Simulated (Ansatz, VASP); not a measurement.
# Cross-check of Al35CuN36 (Cu_Al) between VASP and Ansatz, part 2 of 4

Aim: how closely do two programs agree when they are given the same cell, functional and k mesh? Of the first pair: The structure shown is the start of the Ansatz relaxation below; VASP solves that cell, so the two are compared at the walk's first step.

VASP 6.6.1 and Ansatz 0.2.0.

So far: Set-up; Ansatz: relaxation, r2SCAN.

**3. VASP: single point, r2SCAN, start cell, pair 1**

Level of this step: r2SCAN, no spin polarisation; plane waves and PAW (Al, N, Cu) (VASP).

The same cell, functional and mesh now go to VASP, with its own data sets.

Lines of VASP's logs that name or quote its potential files are left out, and so is its time.

Contents of INCAR:

```
SYSTEM = Al35CuN36
PREC = Accurate
ENCUT = 580
EDIFF = 1E-06
NELM = 120
ISMEAR = 0
SIGMA = 0.01
LREAL = Auto
ALGO = Normal
METAGGA = R2SCAN
LASPH = .TRUE.
NELECT = 298
NBANDS = 200
LORBIT = 11
LWAVE = .FALSE.
LCHARG = .FALSE.
ISIF = 2
ISYM = 0
GGA_COMPAT = .FALSE.
EFERMI = MIDGAP
LMIXTAU = .TRUE.
NCORE = 2
```

Contents of POSCAR:

```
Al35CuN36
1.0
    9.3195655359      0.0000000860      0.0000000000
   -4.6597828424      8.0709804634      0.0000000000
    0.0000000000      0.0000000000      9.9564777190
Al N Cu
35 36 1
Direct
    0.2264665629      0.1158390836      0.2468754583
    0.1158941753      0.2272866349      0.4976201564
    0.2172997842      0.1100022464      0.7468277648
    0.1052922468      0.2206433282      0.0007927784
    0.2223556176      0.4494387017      0.2476183917
    0.1119701967      0.5508764407      0.5009684289
    0.2165730982      0.4435623401      0.7486306112
    0.1099513564      0.5567707679      0.9949636086
    0.2249952863      0.7826423331      0.2465084611
    0.1141284327      0.8891518227      0.5038297821
    0.2168894524      0.7775880526      0.7485257548
    0.1079251224      0.8829821882      0.9981031727
    0.5550599207      0.1083439560      0.2540171405
    0.4417376131      0.2192163604      0.4953576093
    0.5524411767      0.1081380331      0.7537356294
    0.4387663228      0.2205048036      0.9978897438
    0.5613482926      0.4491615323      0.2501158613
    0.5565681230      0.4413341066      0.7459843942
    0.4416969709      0.5495794448      0.0009054689
    0.5511408772      0.7783906777      0.2519347776
    0.4489878522      0.8886205330      0.4971519185
    0.5553438787      0.7808208657      0.7536639173
    0.4483943246      0.8937528711      0.9968350535
    0.8878000551      0.1114242474      0.2447235929
    0.7726119785      0.2194179433      0.5023659110
    0.8944578141      0.1140006381      0.7517994025
    0.7790053538      0.2192337029      0.0031877017
    0.8933839722      0.4442268123      0.2521740188
    0.7795229163      0.5614529676      0.4985549248
    0.8895505803      0.4424727503      0.7450976349
    0.7812123157      0.5556431407      0.9957105595
    0.8933499252      0.7784614213      0.2464321288
    0.7832556968      0.8934797904      0.4980220054
    0.8849241020      0.7784133480      0.7525823099
    0.7756062657      0.8923002560      0.0016995248
    0.2173095046      0.1117571757      0.4413609033
    0.1137677447      0.2257178045      0.1944561174
    0.2170174549      0.1074158196      0.9378741422
    0.1125694665      0.2276785328      0.6924582362
    0.2205586224      0.4460745503      0.4361451030
    0.1091787619      0.5504976763      0.1875528729
    0.2201389416      0.4383518207      0.9405171451
    0.1090435780      0.5578237999      0.6868126654
    0.2271157111      0.7770022501      0.4397770099
    0.1075552288      0.8858554451      0.1943390077
    0.2190927936      0.7769940727      0.9361264358
    0.1112383065      0.8857860607      0.6863457332
    0.5572788897      0.1150536736      0.4442650428
    0.4499581977      0.2268262164      0.1918991890
    0.5586851875      0.1170192341      0.9418999635
    0.4503226985      0.2262431398      0.6891785623
    0.5587220335      0.4420621470      0.4381954264
    0.4458701486      0.5603023055      0.1935009603
    0.5534125818      0.4390238545      0.9380258023
    0.4499349274      0.5558660415      0.6899337490
    0.5579524892      0.7831637037      0.4428641458
    0.4493532926      0.8934215606      0.1927648566
    0.5536205870      0.7818182662      0.9395125730
    0.4487537215      0.8936302094      0.6877236301
    0.8887431108      0.1094009492      0.4356175068
    0.7773336591      0.2270401894      0.1887149304
    0.8858358947      0.1106415668      0.9361421040
    0.7765193760      0.2267850779      0.6911462260
    0.8946219966      0.4474069711      0.4422990865
    0.7823593328      0.5611785276      0.1917010266
    0.8876198577      0.4403879974      0.9441268554
    0.7726532656      0.5506084365      0.6921244836
    0.8895351750      0.7739638266      0.4372441864
    0.7779733552      0.8881327325      0.1854429902
    0.8885010143      0.7739623398      0.9367065606
    0.7758415434      0.8835418405      0.6879580504
    0.4457910944      0.5608096789      0.5019771189
```

Contents of KPOINTS:

```
Points of the shifted mesh
1
Reciprocal
 0.2500000000  0.2500000000  0.2500000000 1
```

PAW data sets: Al, N and Cu (PBE family, release 64).

The run is started by

```sh
mpirun -np 8 vasp_std
```

Numbers of over 12 decimals in the logs are rounded to 6 here.

The program printed:

```text
[banner, memory and clock lines left out]
running    8 mpi-ranks, on    1 nodes
[...]
|                                                                             |
|               ----> ADVICE to this user running VASP <----                  |
|                                                                             |
|     You enforced a specific xc type in the INCAR file but a different       |
|     [... a line on the potential file left out ...]
|     I HOPE YOU KNOW WHAT YOU ARE DOING!                                     |
|                                                                             |

 LDA part: xc-table for (None), standard interpolation
 POSCAR, INCAR and KPOINTS ok, starting setup
[...]
entering main loop
       N       E                     dE             d eps       ncg     rms          rms(c)
DAV:   1     0.183935102855E+04    0.18394E+04   -0.14709E+05   400   0.157E+03
DAV:   2    -0.568860015156E+03   -0.24082E+04   -0.22345E+04   488   0.353E+02
DAV:   3    -0.821900984179E+03   -0.25304E+03   -0.24782E+03   480   0.128E+02
DAV:   4    -0.833700217299E+03   -0.11799E+02   -0.11718E+02   624   0.333E+01
DAV:   5    -0.833847488893E+03   -0.14727E+00   -0.14659E+00   480   0.284E+00BRMIX: very serious problems
 the old and the new charge density differ
 old charge density:   296.00000 new  298.00000
    0.545E+01
DAV:   6    -0.701699493706E+03    0.13215E+03   -0.33697E+02   576   0.515E+01    0.250E+01
DAV:   7    -0.673151270461E+03    0.28548E+02   -0.41418E+01   600   0.980E+01    0.172E+01
DAV:   8    -0.667987116974E+03    0.51642E+01   -0.14626E+01   584   0.235E+01    0.109E+01
DAV:   9    -0.668927392289E+03   -0.94028E+00   -0.69041E+00   600   0.343E+01    0.213E+00
[...]
DAV:  21    -0.672361775292E+03   -0.10092E-05   -0.20036E-05   448   0.141E-02    0.396E-03
DAV:  22    -0.672361787024E+03   -0.11732E-04   -0.36777E-06   384   0.585E-03    0.250E-03
DAV:  23    -0.672361787666E+03   -0.64196E-06   -0.60165E-07   248   0.359E-03
   1 F= -.67236179E+03 E0= -.67236179E+03  d E =0.000000E+00
```

Parts of OUTCAR (step 3):

```text
 POSITION                                       TOTAL-FORCE (eV/Angst)
 -----------------------------------------------------------------------------------
      1.57079      0.93494      2.45801        -0.246726     -0.158632      0.946557
      0.02098      1.83443      4.95454        -0.725465      1.268065     -0.476468
      1.51255      0.88783      7.43577         1.109204      0.773753     -0.251286
     -0.04687      1.78081      0.00789         0.793910      0.058264      0.263715
     -0.02203      3.62741      2.46541         0.868978     -0.220063      1.902237
     -1.52345      4.44611      4.98788         1.075669      0.479015     -1.152749
     -0.04854      3.57998      7.45372         2.472150      1.742354     -0.658780
     -1.56973      4.49369      9.90633         0.559924     -0.795175      0.778801
     -1.55008      6.31669      2.45436         0.295129     -1.193508      1.134409
     -3.07963      7.17633      5.01637        -0.139795     -0.485867     -2.002262
     -1.60208      6.27590      7.45268         1.561184      0.050668     -0.821506
     -3.10869      7.12653      9.93759        -0.320280      0.695269      0.451739
      4.66806      0.87444      2.52912        -0.073517      1.258353      0.162376
      3.09530      1.76929      4.93202        -0.218795      2.222114      0.474069
[...]
-----------------------------------------------------------------------------------
    total drift:                               -0.009321      0.001740      0.045228

  FREE ENERGIE OF THE ION-ELECTRON SYSTEM (eV)
  ---------------------------------------------------
  free  energy   TOTEN  =      -672.3617876658 eV

  energy  without entropy=     -672.3617876658  energy(sigma->0) =     -672.36178767
```

The cell is charged against a uniform background.

The run ends at a pressure of 5.80 GPa, with forces up to 4.4 eV/Å.

**4. Comparison**

Known differences besides the potentials themselves: VASP keeps PBE cores, Ansatz makes them for the functional; fixed occupations in Ansatz, narrow Gaussian smearing in VASP; the cutoff is 500 eV in Ansatz and 580 eV in VASP (PREC = Accurate, projectors in real space). Total energies have different zeros and are not compared.

Forces on 7 of the 72 atoms, those with the largest forces and the largest differences (eV/Å; atoms numbered as in POSCAR):

| atom | Ansatz x, y, z | VASP x, y, z |
| --- | --- | --- |
| Al7 | 2.470, 1.741, -0.653 | 2.472, 1.742, -0.659 |
| Al22 | 0.197, -1.943, -2.044 | 0.198, -1.943, -2.038 |
| N40 | -1.962, -1.693, -0.696 | -2.001, -1.717, -0.708 |
| N45 | 1.094, 1.228, -1.653 | 1.099, 1.238, -1.665 |
| N52 | 1.992, -1.212, -0.921 | 2.025, -1.229, -0.935 |
| N55 | -1.190, 0.076, 4.151 | -1.194, 0.076, 4.231 |
| N56 | 0.875, 2.901, -1.967 | 0.886, 2.962, -1.993 |

The forces differ by 10 meV/Å r.m.s., which is 1.1 % of the r.m.s. force of 0.998 eV/Å (both taken over all components). The cell carries a charge of -2 e against a uniform background, so its pressure also hangs on how the neutralising background is counted, and in a defect's cell a gap may be the spacing between its levels.

**5. Ansatz: relaxation, r2SCAN**

This run makes the geometry at which the two programs are then compared.

The structure compared here is the end of the Ansatz relaxation.

Contents of input.yaml:

```yaml
crystal:
  lattice:
    - [9.31956554, 9.0e-08, 0.0]
    - [-4.65978284, 8.07098046, 0.0]
    - [0.0, 0.0, 9.95647772]
  atoms:
    - { symbol: Al, position: [0.22222222, 0.11111111, 0.24960167] }
    - { symbol: Al, position: [0.11111111, 0.22222222, 0.49960167] }
    - { symbol: "N", position: [0.22222222, 0.11111111, 0.44039833] }
    - { symbol: "N", position: [0.11111111, 0.22222222, 0.19039833] }
    - { symbol: Al, position: [0.22222222, 0.11111111, 0.74960167] }
    - { symbol: Al, position: [0.11111111, 0.22222222, 0.99960167] }
    - { symbol: "N", position: [0.22222222, 0.11111111, 0.94039833] }
    - { symbol: "N", position: [0.11111111, 0.22222222, 0.69039833] }
    - { symbol: Al, position: [0.22222222, 0.44444444, 0.24960167] }
    - { symbol: Al, position: [0.11111111, 0.55555556, 0.49960167] }
    - { symbol: "N", position: [0.22222222, 0.44444444, 0.44039833] }
    - { symbol: "N", position: [0.11111111, 0.55555556, 0.19039833] }
    - { symbol: Al, position: [0.22222222, 0.44444444, 0.74960167] }
    - { symbol: Al, position: [0.11111111, 0.55555556, 0.99960167] }
    - { symbol: "N", position: [0.22222222, 0.44444444, 0.94039833] }
    - { symbol: "N", position: [0.11111111, 0.55555556, 0.69039833] }
    - { symbol: Al, position: [0.22222222, 0.77777778, 0.24960167] }
    - { symbol: Al, position: [0.11111111, 0.88888889, 0.49960167] }
    - { symbol: "N", position: [0.22222222, 0.77777778, 0.44039833] }
    - { symbol: "N", position: [0.11111111, 0.88888889, 0.19039833] }
    - { symbol: Al, position: [0.22222222, 0.77777778, 0.74960167] }
    - { symbol: Al, position: [0.11111111, 0.88888889, 0.99960167] }
    - { symbol: "N", position: [0.22222222, 0.77777778, 0.94039833] }
    - { symbol: "N", position: [0.11111111, 0.88888889, 0.69039833] }
    - { symbol: Al, position: [0.55555556, 0.11111111, 0.24960167] }
    - { symbol: Al, position: [0.44444444, 0.22222222, 0.49960167] }
    - { symbol: "N", position: [0.55555556, 0.11111111, 0.44039833] }
    - { symbol: "N", position: [0.44444444, 0.22222222, 0.19039833] }
    - { symbol: Al, position: [0.55555556, 0.11111111, 0.74960167] }
    - { symbol: Al, position: [0.44444444, 0.22222222, 0.99960167] }
    - { symbol: "N", position: [0.55555556, 0.11111111, 0.94039833] }
    - { symbol: "N", position: [0.44444444, 0.22222222, 0.69039833] }
    - { symbol: Al, position: [0.55555556, 0.44444444, 0.24960167] }
    - { symbol: Cu, position: [0.44444444, 0.55555556, 0.49960167] }
    - { symbol: "N", position: [0.55555556, 0.44444444, 0.44039833] }
    - { symbol: "N", position: [0.44444444, 0.55555556, 0.19039833] }
    - { symbol: Al, position: [0.55555556, 0.44444444, 0.74960167] }
    - { symbol: Al, position: [0.44444444, 0.55555556, 0.99960167] }
    - { symbol: "N", position: [0.55555556, 0.44444444, 0.94039833] }
    - { symbol: "N", position: [0.44444444, 0.55555556, 0.69039833] }
    - { symbol: Al, position: [0.55555556, 0.77777778, 0.24960167] }
    - { symbol: Al, position: [0.44444444, 0.88888889, 0.49960167] }
    - { symbol: "N", position: [0.55555556, 0.77777778, 0.44039833] }
    - { symbol: "N", position: [0.44444444, 0.88888889, 0.19039833] }
    - { symbol: Al, position: [0.55555556, 0.77777778, 0.74960167] }
    - { symbol: Al, position: [0.44444444, 0.88888889, 0.99960167] }
    - { symbol: "N", position: [0.55555556, 0.77777778, 0.94039833] }
    - { symbol: "N", position: [0.44444444, 0.88888889, 0.69039833] }
    - { symbol: Al, position: [0.88888889, 0.11111111, 0.24960167] }
    - { symbol: Al, position: [0.77777778, 0.22222222, 0.49960167] }
    - { symbol: "N", position: [0.88888889, 0.11111111, 0.44039833] }
    - { symbol: "N", position: [0.77777778, 0.22222222, 0.19039833] }
    - { symbol: Al, position: [0.88888889, 0.11111111, 0.74960167] }
    - { symbol: Al, position: [0.77777778, 0.22222222, 0.99960167] }
    - { symbol: "N", position: [0.88888889, 0.11111111, 0.94039833] }
    - { symbol: "N", position: [0.77777778, 0.22222222, 0.69039833] }
    - { symbol: Al, position: [0.88888889, 0.44444444, 0.24960167] }
    - { symbol: Al, position: [0.77777778, 0.55555556, 0.49960167] }
    - { symbol: "N", position: [0.88888889, 0.44444444, 0.44039833] }
    - { symbol: "N", position: [0.77777778, 0.55555556, 0.19039833] }
    - { symbol: Al, position: [0.88888889, 0.44444444, 0.74960167] }
    - { symbol: Al, position: [0.77777778, 0.55555556, 0.99960167] }
    - { symbol: "N", position: [0.88888889, 0.44444444, 0.94039833] }
    - { symbol: "N", position: [0.77777778, 0.55555556, 0.69039833] }
    - { symbol: Al, position: [0.88888889, 0.77777778, 0.24960167] }
    - { symbol: Al, position: [0.77777778, 0.88888889, 0.49960167] }
    - { symbol: "N", position: [0.88888889, 0.77777778, 0.44039833] }
    - { symbol: "N", position: [0.77777778, 0.88888889, 0.19039833] }
    - { symbol: Al, position: [0.88888889, 0.77777778, 0.74960167] }
    - { symbol: Al, position: [0.77777778, 0.88888889, 0.99960167] }
    - { symbol: "N", position: [0.88888889, 0.77777778, 0.94039833] }
    - { symbol: "N", position: [0.77777778, 0.88888889, 0.69039833] }
  host:
    repeats: [3, 3, 2]
    atoms:
      - { symbol: Al, position: [0.66666667, 0.33333333, 0.49920333] }
      - { symbol: Al, position: [0.33333333, 0.66666667, 0.99920333] }
      - { symbol: "N", position: [0.66666667, 0.33333333, 0.88079667] }
      - { symbol: "N", position: [0.33333333, 0.66666667, 0.38079667] }
total_charge: -2
basis:
  ecutwfc: 500
  xc_grid: 2
hamiltonian:
  xc: r2scan
  pseudopotentials: { kind: paw, azcp: { folder: soft_1 } }
kpoints:
  mp_grid: { grid: [1, 1, 1], shift: [0.25, 0.25, 0.25] }
scf:
  occupations: { method: fixed }
  max_iter: 60
output:
  forces: true
  charged_corrections:
    epsilon: [4.49, 4.49, 4.72]
    static_epsilon: [8.15, 8.15, 9.65]
    defect_position: [0.444444, 0.555556, 0.499602]
relax:
  f_tol: 0.02
  max_steps: 80
  random_displacement: { amplitude: 0.05, seed: 9278 }
checkpoint:
  write: "../qm2.relax.run"
  compress: false
  write_wavefunctions: true
  write_every: 100000
```

The run is started by

```sh
ansatz run input.yaml --threads 4 --pin off --max-ram 15073MiB --backend cpu --events-out ev --progress --plain --runs-dir out
```

The program printed:

```text
[...]
Crystal: 72 atoms, lattice volume = 748.907 Å³
Basis set: ecut = 500 eV, 18913 PW (Γ), exchange–correlation on 144×144×150 points (8 copies of the dense FFT grid, shifted against one another)
Bands: 225, of which v1, the nominal top of the filled ones, is band 153 counted from 1 (152 counted from 0)
Symmetry: 1 space group operations
k-points: 1
[...]
SCF iter   1: F=—  HF=-39522.897737 eV  |F-HF|=—  |Δ(HF+E_count)|=         —  Δρ=1.29e-1  dr2=1.58e2  dr2_τ=1.83e1  ethr=3.10e-3  ⟨swp⟩=5.0  Hψ=705  notcnv=0  defer=66
[...]
- { symbol: N, position: [0.111081, 0.555832, 0.690373] }
[...]
- { symbol: Cu, position: [0.443519, 0.557556, 0.508878] }
[...]
- { symbol: Al, position: [0.888722, 0.777965, 0.249640] }
    - { symbol: Al, position: [0.774384, 0.886936, 0.498340] }
    - { symbol: N, position: [0.889947, 0.778843, 0.439766] }
    - { symbol: N, position: [0.779918, 0.889735, 0.188244] }
    - { symbol: Al, position: [0.888228, 0.777724, 0.748170] }
    - { symbol: Al, position: [0.778264, 0.889917, 0.999317] }
    - { symbol: N, position: [0.889282, 0.778505, 0.939037] }
    - { symbol: N, position: [0.778670, 0.889598, 0.690446] }
```

(Continued in part 3 of 4.)

[Lines on the potential files, build, host, timing and source positions are cut from VASP's logs without a mark.]

[Logs are printed without paths, hosts, clocks, repeated set-up lines and the standing remarks that a program may print on its own settings, such as how far it seeks lower states.]

[Hosts, paths, dates, database ids (printed as entryN), source tags and the programs' standing remarks are cut or masked in the printed files.]
